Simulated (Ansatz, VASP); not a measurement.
**Two plane-wave programs on MgS**

INCAR

```
  PREC = Accurate
  ENCUT = 520
  EDIFF = 1E-6
  ISMEAR = 0
  SIGMA = 0.1
  LREAL = F
  LASPH = T
  NELM = 60
  ALGO = Normal
  ISIF = 2
  LWAVE = F
  LCHARG = F
  GGA = PE
  NBANDS = 11
```

File KPOINTS:

```
Automatic mesh
0
Gamma
  4 6 6
```

Contents of POSCAR:

```
MgS
1.0
    4.6198179000      0.0000000000      0.0000000000
    0.0000000000      1.4320827200      2.6209498700
    0.0000000000     -1.4320827200      2.6209498700
Mg S
1 1
Direct
    0.5000000000      0.6605584600      0.6605584600
    0.0000000000      0.3394415400      0.3394415400
```

Input for Ansatz:

```yaml
crystal:
  lattice:
    - [4.6198179, 0.0, 0.0]
    - [0.0, 1.43208272, 2.62094987]
    - [0.0, -1.43208272, 2.62094987]
  atoms:
    - { symbol: Mg, position: [0.5, 0.66055846, 0.66055846] }
    - { symbol: S, position: [0.0, 0.33944154, 0.33944154] }
basis:
  ecutwfc: 420
kpoints:
  mp_grid: { grid: [4, 6, 6] }
hamiltonian:
  xc: pbe
scf:
  occupations: { method: gaussian, width: 0.1 }
  lower_state_search: "off"
output:
  forces: true
  stress: true
  eigenvalues: true
```

Change from the starting cell: species swapped into the CdAg type (Amm2, No. 38).

Alike in both runs: task single point; functional PBE; k mesh 4 × 6 × 6; occupations gaussian, width 0.1 eV; no spin polarisation.

|  | VASP | Ansatz |
| --- | --- | --- |
| version | VASP 6.6.1 | Ansatz 0.2.0 |
| potentials or method | VASP PAW PBE potentials, release 64 (Mg, S) | scalar-relativistic, plane waves, PAW |
| plane-wave cutoff (eV) | 520 | 420 |
| valence electrons in the cell | 8 | 16 |

Ansatz gave:

| Property | Result |
| --- | --- |
| gap on the k mesh at the Fermi level (eV) | none |
| pressure (GPa) | 5.1 |
| largest component of the traceless stress (GPa) | 19.45 |
| rms of the force components (eV/Å) | 0.022 |

Problem. Estimate VASP's values.

Solution. gap on the k mesh at the Fermi level (eV): none; pressure (GPa): 4.9; largest component of the traceless stress (GPa): 19.53; rms of the force components (eV/Å): 0.022.

Atom by atom the forces differ by 0.000 eV/Å (rms over components). A gap of «none» marks a metal or a gap that the smearing closes. With one functional, cell and mesh, what is left measures potentials, basis and numerics. The two sets of potentials don't hold the same shells in valence.

Caveats: the k mesh is coarse (spacing up to 0.42 Å⁻¹), so the values aren't converged.
